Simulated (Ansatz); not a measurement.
Input and output for Os (fcc type): DFT, PBE, all-electron LAPW, Dirac equation with spin-orbit coupling (Ansatz 0.2.0). This run: fcc relaxed.

The cell comes from a relaxation on PAW files under the same functional, begun from a prototype that needn't be the stable phase.

Command: `ansatz run input.yaml --threads 2 --pin off --max-ram 5120MiB --backend cpu --events-out ev --progress --plain --runs-dir out` It took 4.3 min on 2 threads of Arm Neoverse V1 (shared host), peak memory 1.1 GiB.

```yaml
crystal:
  lattice:
    - [0.0, 1.9287358341, 1.9287358341]
    - [1.9287358341, 0.0, 1.9287358341]
    - [1.9287358341, 1.9287358341, 0.0]
  atoms:
    - { symbol: Os, position: [0.0, 0.0, 0.0] }
kpoints:
  mp_grid: { grid: [18, 18, 18] }
scf:
  occupations: { method: fermi_dirac, width: 0.05 }
hamiltonian:
  xc: pbe
  pseudopotentials: { kind: all_electron, lapw: { basis_error: 0.0005 } }
output:
  forces: true
  stress: true
  eigenvalues: true
  populations: true
relax:
  f_tol: 0.005
  max_steps: 25
  cell: {}
magnetization:
  noncollinear: true
  spin_orbit: true
```

Output:

```
The last accepted step is kept in <dir> (removed where the run ends without a failure and the disk answers)
Os: projections on atomic orbitals take those of the free atom 1s2 2s2 2p6 3s2 3p6 3d10 4s2 4p6 4d10 4f14 5s2 5p6 5d6 6s2, of charge +0.00 (hamiltonian.pseudopotentials.projection_atoms)
LAPW: plane waves up to 9.269 Å⁻¹, error target 5.0e-4 eV per atom; Dirac's equation on spinors; Os in spheres of 1.323 Å, 46 of its electrons in bands (how accurate: hamiltonian.pseudopotentials.lapw.basis_error, Limitations)
Engine: ansatz 0.2.0
Pseudopotentials: kind: all_electron
Pseudopotential: Os, LAPW, valence charge 46, lapw/all_electron/dirac/gaussian/Os, Dirac's equation, gaussian nucleus
Functional definition: PBE
  parameter kappa = 0.804
  parameter beta = 0.06672455060314922
  exchange = pbe_x(kappa = kappa, mu = beta*pi^2/3)
  correlation = pbe_c(beta = beta)
non-collinear run that drives no moment, with spin-orbit: no starting moment large enough to seed its density (crystal.atoms[].spin), no starting occupations that ask for one, no magnetisation constraint and no magnetic field, so the semilocal B_xc is pinned to zero
Crystal: 1 atoms, lattice volume = 14.350 Å³
Basis set: ecut = 327.3019674006905 eV, 181 PW (Γ), exchange–correlation at level 2
Bands: 56, of which v1, the nominal top of the filled ones, is band 46 counted from 1 (45 counted from 0)
Symmetry: 48 space group operations + 48 with time reversal
Magnetic group: BNS 225.117 (UNI 1619), of the structure as read, at distance tolerance 2.4e-5 Å
k-points: 195 of 5832
Non-local potential: Os, projectors of the file, none
Initial density: superposition of atomic densities (chi_scale 0.1, normalization cell)
Initial wavefunctions: plane waves of lowest kinetic energy (no species holds an atomic orbital)
Functional: x = pbe(κ = 0.804, μ = 0.2195149727645171), c = pbe(β = 0.06672455060314922)
iter 1 solved again at ethr=1.29e-4 eV; its pass at ethr=1.00e-1 eV (dr2=5.96e-2 eV) is discarded
SCF iter   1: F=—  HF=-470187.446015 eV  |F-HF|=—  |Δ(HF+E_count)|=         —  Δρ=2.94e-2  dr2=5.98e-2  dr2_m=0.00e0 (ungated)  ethr=1.29e-4  |M|=0.00e0 ∫|m|=0.00e0 μB  β_m=0.30  ⟨swp⟩=3.0  Hψ=67536  notcnv=0
preconditioner: auto → Kerker (q_TF=auto, 3.313 Å⁻¹)  [metal: Δε(μ)=0.006 eV  Ē_g=42.008 eV  σ=0.050 eV  W_gap=0.03  n_scr=14 (ndim 8)  ℏωp=50.0 eV  f_vac=0.000  D(μ)=0.75/eV (n_scr^D=8)]
spin=Noncollinear: Kerker preconditioning applied to the charge; magnetization (m_x, m_y, m_z) channels mix plain (no charge-response kernel on spin).
SCF iter   2: F=—  HF=-470187.328403 eV  |F-HF|=—  |Δ(HF+E_count)|=   1.18e-1  Δρ=1.88e-2  dr2=2.67e-2  dr2_m=0.00e0 (ungated)  ethr=1.29e-4  |M|=0.00e0 ∫|m|=0.00e0 μB  β_m=0.42  ⟨swp⟩=2.0  Hψ=33079  notcnv=0
SCF iter   3: F=—  HF=-470187.301074 eV  |F-HF|=—  |Δ(HF+E_count)|=   2.73e-2  Δρ=8.76e-3  dr2=7.46e-3  dr2_m=0.00e0 (ungated)  ethr=5.80e-5  |M|=0.00e0 ∫|m|=0.00e0 μB  β_m=0.49  ⟨swp⟩=2.0  Hψ=31842  notcnv=0
SCF iter   4: F=—  HF=-470187.300997 eV  |F-HF|=—  |Δ(HF+E_count)|=   7.67e-5  Δρ=4.82e-3  dr2=2.72e-3  dr2_m=0.00e0 (ungated)  ethr=1.62e-5  |M|=0.00e0 ∫|m|=0.00e0 μB  β_m=0.75  ⟨swp⟩=2.0  Hψ=31668  notcnv=0
iter 5 solved again at ethr=4.69e-7 eV; its pass at ethr=5.91e-6 eV (dr2=2.16e-4 eV) is discarded
SCF iter   5: F=—  HF=-470187.301341 eV  |F-HF|=—  |Δ(HF+E_count)|=   3.44e-4  Δρ=1.28e-3  dr2=2.15e-4  dr2_m=0.00e0 (ungated)  ethr=4.69e-7  |M|=0.00e0 ∫|m|=0.00e0 μB  β_m=0.87  ⟨swp⟩=2.0  Hψ=53971  notcnv=0
SCF iter   6: F=—  HF=-470187.301373 eV  |F-HF|=—  |Δ(HF+E_count)|=   3.21e-5  Δρ=2.79e-4  dr2=8.10e-6  dr2_m=0.00e0 (ungated)  ethr=4.68e-7  |M|=0.00e0 ∫|m|=0.00e0 μB  β_m=0.94  ⟨swp⟩=2.0  Hψ=31668  notcnv=0
SCF iter   7: F=—  HF=-470187.301372 eV  |F-HF|=—  |Δ(HF+E_count)|=   3.44e-7  Δρ=7.11e-5  dr2=6.85e-7  dr2_m=0.00e0 (ungated)  ethr=1.76e-8  |M|=0.00e0 ∫|m|=0.00e0 μB  β_m=0.97  ⟨swp⟩=2.0  Hψ=31668  notcnv=0
SCF iter   8: F=-470187.301372 eV  HF=-470187.301372 eV  |F-HF|=9.02e-9  |Δ(HF+E_count)|=   1.37e-7  Δρ=1.78e-5  dr2=3.41e-8  dr2_m=0.00e0 (ungated)  ethr=1.49e-9  |M|=0.00e0 ∫|m|=0.00e0 μB  ⟨swp⟩=2.0  Hψ=31668  notcnv=0
SCF 1 converged in 8 iterations: F = -470187.301372 eV  dr2 = 3.41e-8
relax step   1: F+E_penalty+E_count = -470187.30137230 eV  Δ(F+E_penalty+E_count) = +0.000e0 eV  max|allowed force component| = 0.000e0 eV/Å  Δτ_max = 0.0000 Å  P = -0.045 GPa  Ω = 14.350 Å³  (8 SCF iters, accepted)
Initial density: handed on by an earlier stage of this run
Initial wavefunctions: those handed on with the density
iter 1 solved again at ethr=4.74e-11 eV; its pass at ethr=1.00e-1 eV (dr2=2.18e-8 eV) is discarded
SCF iter   1: F=—  HF=-470187.301372 eV  |F-HF|=—  |Δ(HF+E_count)|=         —  Δρ=1.60e-5  dr2=3.21e-8  dr2_m=0.00e0 (ungated)  ethr=4.74e-11  |M|=0.00e0 ∫|m|=0.00e0 μB  β_m=0.30  ⟨swp⟩=6.7  Hψ=77383  notcnv=0  reapply=90
preconditioner: auto → Kerker (q_TF=auto, 3.313 Å⁻¹)  [metal: Δε(μ)=0.038 eV  Ē_g=42.673 eV  σ=0.050 eV  W_gap=0.18  n_scr=14 (ndim 8)  ℏωp=50.0 eV  f_vac=0.000  D(μ)=0.75/eV (n_scr^D=8)]
spin=Noncollinear: Kerker preconditioning applied to the charge; magnetization (m_x, m_y, m_z) channels mix plain (no charge-response kernel on spin).
SCF iter   2: F=-470187.301372 eV  HF=-470187.301372 eV  |F-HF|=2.39e-9  |Δ(HF+E_count)|=   1.40e-9  Δρ=1.38e-5  dr2=2.45e-8  dr2_m=0.00e0 (ungated)  ethr=4.74e-11  |M|=0.00e0 ∫|m|=0.00e0 μB  ⟨swp⟩=2.0  Hψ=31668  notcnv=0
SCF 2 converged in 2 iterations: F = -470187.301372 eV  dr2 = 2.45e-8
relax step   2: F+E_penalty+E_count = -470187.30137231 eV  Δ(F+E_penalty+E_count) = -5.995e-9 eV  max|allowed force component| = 0.000e0 eV/Å  Δτ_max = 0.0000 Å  P = -0.045 GPa  Ω = 14.350 Å³  stress off target by 4.53e-2 GPa  SCF on the basis re-selected at this cell (its energy is not comparable with the rows above)  (2 SCF iters)
basis re-selected at this cell: Δ(F+E_penalty+E_count) = -5.995e-9 eV, ΔP = -0.000 GPa vs the last step (what re-selecting the basis moved, after the strain that the cell walked since its last selection, with what the two solves' SCF thresholds leave and, on support functions, any second-order correction that the steps lacked; it is no measure of the basis error at this ecutwfc). This SCF's stress stands 4.53e-2 GPa from its target on what of the cell is left free (relax.cell.stress_tol is 5.00e-2 GPa) and its largest allowed force component is 0.00e0 eV/Å (relax.f_tol is 5.00e-3 eV/Å): within both
SCF converged after 2 iterations
Magnetization: |M| = 0.0000 μB,  M = (+0.0000, +0.0000, +0.0000) μB
Absolute magnetization: 0.0000 μB (∫|m|)
  site 0: m = (+0.0000, +0.0000, +0.0000) μB, |m| = 0.0000 μB  (R = 1.32 Å)
Free energy (F): -470187.301372 eV
Harris-Foulkes:  -470187.301372 eV  (|F-HF|=2.39e-9)
Internal energy: -470187.295123 eV  (E = F + TS)
E sigma→0 (E₀):  -470187.298248 eV
Entropy (-TS):   -0.006249 eV (-6.249 meV/atom)
Fermi energy:    31.687691 eV
--- Per-component energies (eV) ---
  E_band       = -5169.705468
  E_kinetic    = 533443.614561
  E_xc         = -9283.767712
  E_electrostatic = -994347.141973  (all electrons and nuclei)
  E_smearing   = -0.006249  (= −TS)
  E_closure    = 0.000000  (closes the sum)
  E_atoms      = -470176.119354  (free atoms, spherical and without spin; not in F)
  Σ components = -470187.301372   (vs F -470187.301372, Δ=0.00e0)
  Basis errors (estimates in eV, not in F): energy 1.3e-4 per atom: plane waves 1.0e-4 (5.5e-5 summed), levels above the bands 1.6e-163, relativity 1.0e-7, radial functions 2.1e-5, core shells 1.8e-8; eigenvalues (radial functions only) 1.2e-6; not estimated: angular momenta, meshes, grids; target (lapw.basis_error) 5.0e-4; muffin-tin radii Os 1.323 Å
--- Forces (eV/Å), atoms counted from 1 ---
  atom   1  Os     0.00000000     0.00000000     0.00000000
  max |Σ_I F_I| component: 1.02e-26 eV/Å
--- Stress (GPa, compression-positive) ---
       -0.045296       0.000000      -0.000000
        0.000000      -0.045296      -0.000000
       -0.000000      -0.000000      -0.045296
  P = ⅓ Tr σ = -0.0453 GPa (-0.453 kbar)
--- Band table (eV; the first three rows and the last of 195) ---
  k-point 0: bands = ["-490.8421", "-490.8421", "-412.4199", "-412.4199", "-412.4199", "-412.4199", "-244.0888", "-244.0888", "-244.0888", "-244.0888", "-229.5692", "-229.5692", "-229.5586", "-229.5586", "-229.5586", "-229.5586", "-54.5795", "-54.5795", "-22.6962", "-22.6962", "-16.5769", "-16.5769", "-16.5659", "-16.5659", "-16.5659", "-16.5659", "-13.7769", "-13.7769", "-13.7634", "-13.7634", "-13.7592", "-13.7592", "-13.7592", "-13.7592", "-10.2402", "-10.2402", "-10.2402", "-10.2402", "21.0660", "21.0660", "28.4969", "28.4969", "28.4969", "28.4969", "29.2060", "29.2060", "31.8501", "31.8501", "31.8501", "31.8501", "45.0105", "45.0105", "50.2540", "50.2540", "50.7112", "50.7112"]
  k-point 1: bands = ["-490.8421", "-490.8421", "-412.4199", "-412.4199", "-412.4199", "-412.4199", "-244.0888", "-244.0888", "-244.0888", "-244.0888", "-229.5692", "-229.5692", "-229.5586", "-229.5586", "-229.5586", "-229.5586", "-54.5767", "-54.5767", "-22.7036", "-22.7036", "-16.5769", "-16.5769", "-16.5659", "-16.5659", "-16.5659", "-16.5659", "-13.7769", "-13.7769", "-13.7632", "-13.7632", "-13.7594", "-13.7594", "-13.7593", "-13.7593", "-10.2686", "-10.2686", "-10.2453", "-10.2453", "21.2079", "21.2079", "28.4633", "28.4633", "28.5455", "28.5455", "29.2286", "29.2286", "31.7845", "31.7845", "31.8210", "31.8210", "45.2735", "45.2735", "49.8729", "49.8729", "50.7062", "50.7062"]
  k-point 2: bands = ["-490.8421", "-490.8421", "-412.4199", "-412.4199", "-412.4199", "-412.4199", "-244.0888", "-244.0888", "-244.0888", "-244.0888", "-229.5692", "-229.5692", "-229.5586", "-229.5586", "-229.5586", "-229.5586", "-54.5689", "-54.5689", "-22.7251", "-22.7251", "-16.5770", "-16.5770", "-16.5661", "-16.5661", "-16.5658", "-16.5658", "-13.7768", "-13.7768", "-13.7627", "-13.7627", "-13.7600", "-13.7600", "-13.7596", "-13.7596", "-10.3499", "-10.3499", "-10.2601", "-10.2601", "21.6175", "21.6175", "28.3232", "28.3232", "28.6665", "28.6665", "29.3537", "29.3537", "31.6227", "31.6227", "31.7706", "31.7706", "45.9924", "45.9924", "48.6460", "48.6460", "51.3892", "51.3892"]
  k-point 194: bands = ["-490.8421", "-490.8421", "-412.4199", "-412.4199", "-412.4199", "-412.4199", "-244.0888", "-244.0888", "-244.0888", "-244.0888", "-229.5692", "-229.5692", "-229.5586", "-229.5586", "-229.5586", "-229.5586", "-54.4587", "-54.4587", "-23.0179", "-23.0179", "-16.5789", "-16.5789", "-16.5668", "-16.5668", "-16.5666", "-16.5666", "-13.7750", "-13.7750", "-13.7676", "-13.7676", "-13.7657", "-13.7657", "-13.7560", "-13.7560", "-11.0613", "-11.0613", "-10.8186", "-10.8186", "25.9474", "25.9474", "27.0485", "27.0485", "28.1373", "28.1373", "31.0768", "31.0768", "34.7783", "34.7783", "40.4920", "40.4920", "40.9753", "40.9753", "42.3705", "42.3705", "46.1313", "46.1313"]
--- Relaxed structure (1 steps of the walk, 1 accepted, 1 SCFs on fresh bases) ---
  F+E_penalty+E_count = -470187.30137231 eV   max|allowed force component| = 0.000e0 eV/Å   (the final SCF, on the basis selected at the relaxed cell)
  cell:  # Å, volume = 14.3499 Å³
    - [0.0, 1.9287358341, 1.9287358341]
    - [1.9287358341, 0.0, 1.9287358341]
    - [1.9287358341, 1.9287358341, 0.0]
  atoms:
    - { symbol: Os, position: [0.0, 0.0, 0.0] }
--- Löwdin populations: 1 site ---
  site symbol       q [e]
     0     Os     75.7279
  spilling = 0.003581 (of n_electrons = 76.000000)
```

populations.tsv:

```
# site	symbol	l	j	q
# orbitals = lowdin
# n_electrons = 76.000000
# spilling = 0.003581
# projection_atom_Os: 1s2 2s2 2p6 3s2 3p6 3d10 4s2 4p6 4d10 4f14 5s2 5p6 5d6 6s2
0	Os	0_1S	0.5	2.000000
0	Os	0_2S	0.5	1.999988
0	Os	0_3S	0.5	1.999850
0	Os	0_4S	0.5	1.998460
0	Os	0_5S	0.5	1.976989
0	Os	0_6S	0.5	0.969402
0	Os	1_2P	0.5	1.988081
0	Os	1_2P	1.5	4.000050
0	Os	1_3P	0.5	1.988914
0	Os	1_3P	1.5	3.997176
0	Os	1_4P	0.5	1.986325
0	Os	1_4P	1.5	3.995585
0	Os	1_5P	0.5	1.976704
0	Os	1_5P	1.5	3.990265
0	Os	2_3D	1.5	3.998902
0	Os	2_3D	2.5	5.999762
0	Os	2_4D	1.5	3.998303
0	Os	2_4D	2.5	5.998916
0	Os	2_5D	1.5	3.022844
0	Os	2_5D	2.5	3.842230
0	Os	3_4F	2.5	5.999640
0	Os	3_4F	3.5	7.999480
```

Next run (bcc relaxed), as changes to the input before:

```diff
   lattice:
-    - [0.0, 1.9287358341, 1.9287358341]
-    - [1.9287358341, 0.0, 1.9287358341]
-    - [1.9287358341, 1.9287358341, 0.0]
+    - [-1.5474325327, 1.5474325327, 1.5474325327]
+    - [1.5474325327, -1.5474325327, 1.5474325327]
+    - [1.5474325327, 1.5474325327, -1.5474325327]
   atoms:
 kpoints:
-  mp_grid: { grid: [18, 18, 18] }
+  mp_grid: { grid: [19, 19, 19] }
 scf:
```

Command: `ansatz run input.yaml --threads 2 --pin off --max-ram 5120MiB --backend cpu --events-out ev --progress --plain --runs-dir out` It took 6.9 min on 2 threads of Arm Neoverse V1, with other jobs on the host, peak memory 1.2 GiB.

Results part of the output:

```
basis re-selected at this cell: Δ(F+E_penalty+E_count) = -5.821e-11 eV, ΔP = -0.000 GPa vs the last step (what re-selecting the basis moved, after the strain that the cell walked since its last selection, with what the two solves' SCF thresholds leave and, on support functions, any second-order correction that the steps lacked; it is no measure of the basis error at this ecutwfc). This SCF's stress stands 1.55e-5 GPa from its target on what of the cell is left free (relax.cell.stress_tol is 5.00e-2 GPa) and its largest allowed force component is 0.00e0 eV/Å (relax.f_tol is 5.00e-3 eV/Å): within both
SCF converged after 2 iterations
Magnetization: |M| = 0.0000 μB,  M = (+0.0000, +0.0000, +0.0000) μB
Absolute magnetization: 0.0000 μB (∫|m|)
  site 0: m = (+0.0000, +0.0000, +0.0000) μB, |m| = 0.0000 μB  (R = 1.30 Å)
Free energy (F): -470186.578394 eV
Harris-Foulkes:  -470186.578394 eV  (|F-HF|=8.15e-10)
Internal energy: -470186.566955 eV  (E = F + TS)
E sigma→0 (E₀):  -470186.572675 eV
Entropy (-TS):   -0.011439 eV (-11.439 meV/atom)
Fermi energy:    30.906936 eV
--- Per-component energies (eV) ---
  E_band       = -5214.182393
  E_kinetic    = 533442.533350
  E_xc         = -9283.448541
[... lines left out ...]
  k-point 1: bands = ["-491.8228", "-491.8228", "-413.4007", "-413.4007", "-413.4007", "-413.4007", "-245.0691", "-245.0691", "-245.0691", "-245.0691", "-230.5469", "-230.5469", "-230.5469", "-230.5469", "-230.5335", "-230.5335", "-55.5609", "-55.5609", "-23.7182", "-23.7182", "-17.5562", "-17.5562", "-17.5561", "-17.5561", "-17.5405", "-17.5405", "-14.7521", "-14.7521", "-14.7519", "-14.7519", "-14.7507", "-14.7507", "-14.7297", "-14.7297", "-11.3063", "-11.3063", "-11.2870", "-11.2870", "20.3170", "20.3170", "27.3479", "27.3479", "27.4253", "27.4253", "28.1101", "28.1101", "30.8604", "30.8604", "30.9652", "30.9652", "46.2470", "46.2470", "46.3633", "46.3633", "46.3988", "46.3988"]
  k-point 2: bands = ["-491.8228", "-491.8228", "-413.4007", "-413.4007", "-413.4007", "-413.4007", "-245.0691", "-245.0691", "-245.0691", "-245.0691", "-230.5469", "-230.5469", "-230.5469", "-230.5469", "-230.5335", "-230.5335", "-55.5542", "-55.5542", "-23.7365", "-23.7365", "-17.5563", "-17.5563", "-17.5561", "-17.5561", "-17.5406", "-17.5406", "-14.7520", "-14.7520", "-14.7513", "-14.7513", "-14.7512", "-14.7512", "-14.7302", "-14.7302", "-11.3756", "-11.3756", "-11.3008", "-11.3008", "20.6954", "20.6954", "27.2364", "27.2364", "27.4725", "27.4725", "28.2975", "28.2975", "30.6254", "30.6254", "30.9856", "30.9856", "46.4663", "46.4663", "46.9685", "46.9685", "47.0143", "47.0143"]
  k-point 219: bands = ["-491.8228", "-491.8228", "-413.4007", "-413.4007", "-413.4007", "-413.4007", "-245.0691", "-245.0691", "-245.0691", "-245.0691", "-230.5469", "-230.5469", "-230.5469", "-230.5469", "-230.5335", "-230.5335", "-55.4122", "-55.4122", "-24.0905", "-24.0905", "-17.5565", "-17.5565", "-17.5564", "-17.5564", "-17.5444", "-17.5444", "-14.7597", "-14.7597", "-14.7451", "-14.7451", "-14.7451", "-14.7451", "-14.7414", "-14.7414", "-12.0821", "-12.0821", "-12.0785", "-12.0785", "23.8163", "23.8163", "23.8330", "23.8330", "32.7456", "32.7456", "32.8863", "32.8863", "33.7296", "33.7296", "36.7326", "36.7326", "39.1971", "39.1971", "39.5958", "39.5958", "46.1993", "46.1993"]
--- Relaxed structure (3 steps of the walk, 2 accepted, 1 SCFs on fresh bases) ---
  F+E_penalty+E_count = -470186.57839391 eV   max|allowed force component| = 0.000e0 eV/Å   (the final SCF, on the basis selected at the relaxed cell)
  cell:  # Å, volume = 14.8191 Å³
    - [-1.5473471291400693, 1.5473471291400693, 1.5473471291400693]
    - [1.5473471291400693, -1.5473471291400693, 1.5473471291400693]
    - [1.5473471291400693, 1.5473471291400693, -1.5473471291400693]
  atoms:
    - { symbol: Os, position: [0.0, 0.0, 0.0] }
--- Löwdin populations: 1 site ---
  site symbol       q [e]
     0     Os     75.7240
  spilling = 0.003631 (of n_electrons = 76.000000)
```

Next run (hcp relaxed), as changes to the input before:

```diff
   lattice:
-    - [-1.5474325327, 1.5474325327, 1.5474325327]
-    - [1.5474325327, -1.5474325327, 1.5474325327]
-    - [1.5474325327, 1.5474325327, -1.5474325327]
+    - [2.7561249516, 0.0, 0.0]
+    - [-1.3780624758, 2.386874224, 0.0]
+    - [0.0, 0.0, 4.343705772]
   atoms:
-    - { symbol: Os, position: [0.0, 0.0, 0.0] }
+    - { symbol: Os, position: [0.3333333333, 0.6666666667, 0.25] }
+    - { symbol: Os, position: [0.6666666667, 0.3333333333, 0.75] }
 kpoints:
-  mp_grid: { grid: [19, 19, 19] }
+  mp_grid: { grid: [17, 17, 9] }
 scf:
```

Results part of the output:

```
basis re-selected at this cell: Δ(F+E_penalty+E_count) = -3.492e-10 eV, ΔP = -0.000 GPa vs the last step (what re-selecting the basis moved, after the strain that the cell walked since its last selection, with what the two solves' SCF thresholds leave and, on support functions, any second-order correction that the steps lacked; it is no measure of the basis error at this ecutwfc). This SCF's stress stands 1.14e-2 GPa from its target on what of the cell is left free (relax.cell.stress_tol is 5.00e-2 GPa) and its largest allowed force component is 7.86e-17 eV/Å (relax.f_tol is 5.00e-3 eV/Å): within both
SCF converged after 2 iterations
Magnetization: |M| = 0.0000 μB,  M = (+0.0000, +0.0000, +0.0000) μB
Absolute magnetization: 0.0000 μB (∫|m|)
  site 0: m = (+0.0000, +0.0000, +0.0000) μB, |m| = 0.0000 μB  (R = 1.31 Å)
  site 1: m = (+0.0000, +0.0000, +0.0000) μB, |m| = 0.0000 μB  (R = 1.31 Å)
Free energy (F): -940374.861691 eV
Harris-Foulkes:  -940374.861691 eV  (|F-HF|=6.98e-10)
Internal energy: -940374.852391 eV  (E = F + TS)
E sigma→0 (E₀):  -940374.857041 eV
Entropy (-TS):   -0.009300 eV (-4.650 meV/atom)
Fermi energy:    32.043106 eV
--- Per-component energies (eV) ---
  E_band       = -10328.247856
  E_kinetic    = 1066887.531064
[... lines left out ...]
  k-point 164: bands = ["-490.7188", "-490.7188", "-490.7188", "-490.7188", "-412.2998", "-412.2998", "-412.2998", "-412.2998", "-412.2935", "-412.2935", "-412.2935", "-412.2935", "-243.9688", "-243.9688", "-243.9688", "-243.9688", "-243.9624", "-243.9624", "-243.9624", "-243.9624", "-229.4452", "-229.4452", "-229.4452", "-229.4452", "-229.4362", "-229.4362", "-229.4362", "-229.4362", "-229.4356", "-229.4356", "-229.4356", "-229.4356", "-54.3460", "-54.3460", "-54.3447", "-54.3447", "-22.8711", "-22.8711", "-22.8661", "-22.8661", "-16.4545", "-16.4545", "-16.4545", "-16.4545", "-16.4442", "-16.4442", "-16.4440", "-16.4440", "-16.4439", "-16.4439", "-16.4438", "-16.4438", "-13.6501", "-13.6501", "-13.6500", "-13.6500", "-13.6456", "-13.6456", "-13.6454", "-13.6454", "-13.6407", "-13.6407", "-13.6406", "-13.6406", "-13.6352", "-13.6352", "-13.6348", "-13.6348", "-11.0927", "-11.0927", "-10.8390", "-10.8390", "-10.6721", "-10.6721", "-10.4188", "-10.4188", "26.0363", "26.0363", "26.2454", "26.2454", "27.0009", "27.0009", "27.2389", "27.2389", "28.4640", "28.4640", "28.5586", "28.5586", "30.3710", "30.3710", "31.0864", "31.0864", "33.5252", "33.5252", "33.6781", "33.6781", "39.2886", "39.2886", "39.6298", "39.6298", "41.1341", "41.1341", "41.5868", "41.5868", "42.7808", "42.7808", "43.7791", "43.7791", "50.7192", "50.7192", "50.8925", "50.8925"]
--- Relaxed structure (1 steps of the walk, 1 accepted, 1 SCFs on fresh bases) ---
  F+E_penalty+E_count = -940374.86169092 eV   max|allowed force component| = 7.864e-17 eV/Å   (the final SCF, on the basis selected at the relaxed cell)
  cell:  # Å, volume = 28.5752 Å³
    - [2.756124951548179, 0.0, 0.0]
    - [-1.3780624757740896, 2.386874224044878, 0.0]
    - [0.0, 0.0, 4.343705772]
  atoms:
    - { symbol: Os, position: [0.3333333333333333, 0.6666666666666666, 0.24999999999999997] }
    - { symbol: Os, position: [0.6666666666666666, 0.3333333333333333, 0.7499999999999999] }
--- Löwdin populations: 2 sites ---
  site symbol       q [e]
     0     Os     75.7204
     1     Os     75.7204
  spilling = 0.003679 (of n_electrons = 152.000000)
```
